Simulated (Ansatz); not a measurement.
# Mo: strong compression

How does Mo (sc type) answer strong compression? The runs shown use PAW. Its runs: cell relaxed at zero pressure (PAW); volume scaled by 1 (PAW); volume scaled by 0.95 (PAW); volume scaled by 0.85 (PAW); volume scaled by 0.75 (PAW); volume scaled by 0.65 (PAW); volume scaled by 0.55 (PAW); volume scaled by 0.45 (PAW); volume scaled by 0.4 (PAW and PAW (cutoff 600 eV)).

Method: DFT, PBE, PAW with Ansatz's default frozen-core files, scalar-relativistic, in Ansatz 0.2.0.

1 further run of the same task is left out (it didn't finish).

## Step 1: The system as given

Symmetry: Pm-3m, No. 221, cubic system. Conventional cell: a = 2.576 Å, b = 2.576 Å, c = 2.576 Å, α = 90.00°, β = 90.00°, γ = 90.00°. Around Mo (site symmetry m-3m) lie 6 Mo at 2.58 Å.

Coordinates:

```cif
data_structure
_symmetry_space_group_name_H-M 'Pm-3m'
_symmetry_Int_Tables_number 221
_cell_length_a 2.5755
_cell_length_b 2.5755
_cell_length_c 2.5755
_cell_angle_alpha 90.000
_cell_angle_beta 90.000
_cell_angle_gamma 90.000
_cell_volume 17.08
loop_
_atom_site_label
_atom_site_type_symbol
_atom_site_symmetry_multiplicity
_atom_site_Wyckoff_symbol
_atom_site_fract_x
_atom_site_fract_y
_atom_site_fract_z
_atom_site_occupancy
Mo1 Mo 1 a 0.00000 0.00000 0.00000 1
```

The file gives the conventional cell by its symmetry; the runs use the cell typed in the input.

Whether this phase is the stable one at these pressures isn't tested.

## Step 2: Cell relaxed at zero pressure, PAW

File input.yaml:

```yaml
crystal:
  lattice:
    - [2.5755358171, 0.0, 0.0]
    - [0.0, 2.5755358171, 0.0]
    - [0.0, 0.0, 2.5755358171]
  atoms:
    - { symbol: Mo, position: [0.0, 0.0, 0.0] }
kpoints:
  mp_grid: { grid: [16, 16, 16] }
scf:
  occupations: { method: fermi_dirac, width: 0.08 }
hamiltonian:
  xc: pbe
  pseudopotentials: { kind: paw }
output:
  forces: true
  stress: true
relax:
  f_tol: 0.005
  max_steps: 40
  cell: {}
```

Command:

```console
ansatz run input.yaml --threads 1 --pin off --max-ram 2048MiB --backend cpu --events-out ev --progress --plain --runs-dir out
```

The runs that follow: Volume scaled by 1, PAW; Volume scaled by 0.95, PAW; Volume scaled by 0.85, PAW; Volume scaled by 0.75, PAW; Volume scaled by 0.65, PAW; Volume scaled by 0.55, PAW; Volume scaled by 0.45, PAW; Volume scaled by 0.4, PAW; Volume scaled by 0.4, PAW (cutoff 600 eV).

**Question.** What will these runs give? Wanted: PAW pressure at 0.4 of the volume; fitted bulk modulus at zero pressure.

**Answer**, as computed:

```
                                         quantity       value
                PAW pressure at 0.4 of the volume  1130.7 GPa
PAW (cutoff 600 eV) pressure at 0.4 of the volume  1130.5 GPa
       fitted bulk modulus at zero pressure (PAW)     187 GPa
                          its pressure derivative        4.06
```

What this shows: At 0.4 of the starting volume PAW gives 1131 GPa. One third-order Birch-Murnaghan curve follows these points (B₀ = 187 GPa, B′ = 4.06, misfit at most 2.44 GPa). A fit over so wide a range leans to the high pressures, so B₀ can be off by several per cent. No all-electron run checks these rows here, and frozen cores can fail under such compression. The ions are at rest, and the electrons smeared by 0.08 eV.
